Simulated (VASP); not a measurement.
**AlN: relaxation of cell and atoms with PBE**

AlN:

```
Al N
1.0
     3.12863    0.00000    0.00000
    -1.56431    2.70947    0.00000
     0.00000    0.00000    5.01657
Al N
2 2
Direct
  0.33333 0.66667 0.99926
  0.66667 0.33333 0.49926
  0.33333 0.66667 0.38074
  0.66667 0.33333 0.88074
```

| Quantity | Value |
| --- | --- |
| Program | VASP 6.6.1 |
| Task | relaxation of cell and atoms |
| Functional | PBE |
| Potentials or basis | VASP PAW PBE potentials, release 64 (Al, N) |
| Cutoff | 520 eV |
| k mesh | 12 × 12 × 6 |
| Occupations | gaussian, width 0.02 eV |
| Spin | no spin polarisation |
| Further INCAR settings | ALGO = Normal; EDIFF = 0.05; IBRION = 2; EDIFFG = -0.002; NSW = 80; ISIF = 3 |

```
Energy gained by relaxing : -1.1 meV/atom
Ionic steps               : 12
Pressure after relaxing   : 0.0 GPa
Band gap on the k mesh    : 4.06 eV, direct
```

Step by step:
```csv
step,energy change (eV),largest force (eV/Å),pressure (GPa),volume (Å³)
1,0.0000,0.0015,4.72,42.53
2,0.0549,0.0096,-8.14,44.48
3,0.0108,0.0008,-4.25,43.22
4,0.0059,0.0006,-2.06,42.88
5,0.0045,0.0003,-0.96,42.67
6,0.0043,0.0004,-0.50,42.60
7,0.0043,0.0006,-0.29,42.56
8,0.0043,0.0007,-0.14,42.54
9,0.0043,0.0007,-0.08,42.53
10,0.0043,0.0007,-0.04,42.53
11,0.0043,0.0007,-0.03,42.53
12,0.0043,0.0007,-0.02,42.53
```

Final structure:
```xyz
4
Lattice="3.1287 0.0000 0.0000 -1.5643 2.7095 0.0000 0.0000 0.0000 5.0166" Properties=species:S:1:pos:R:3 pbc="T T T"
Al    0.0000    1.8063    5.0129
Al    1.5643    0.9032    2.5046
N     0.0000    1.8063    1.9100
N     1.5643    0.9032    4.4183
```

Levels at points of the mesh, in eV from the valence-band top:
```csv
k point,band 6,band 7,band 8,band 9,band 10,band 11
"(0.00, 0.00, 0.00)",-0.20,-0.20,0.00,4.06,6.52,10.47
"(0.50, 0.00, 0.00)",-2.05,-1.74,-0.68,5.76,5.77,8.04
"(0.00, 0.00, 0.50)",-0.53,-0.53,-0.53,6.32,6.32,10.18
"(0.50, 0.00, 0.50)",-1.44,-1.35,-1.35,5.25,5.25,9.15
```

It took 33 s on 1 thread of Intel(R) Xeon(R) 6975P-C (Granite Rapids), with other jobs on the host, peak memory 0.18 GiB.

A k mesh can miss the band edges.
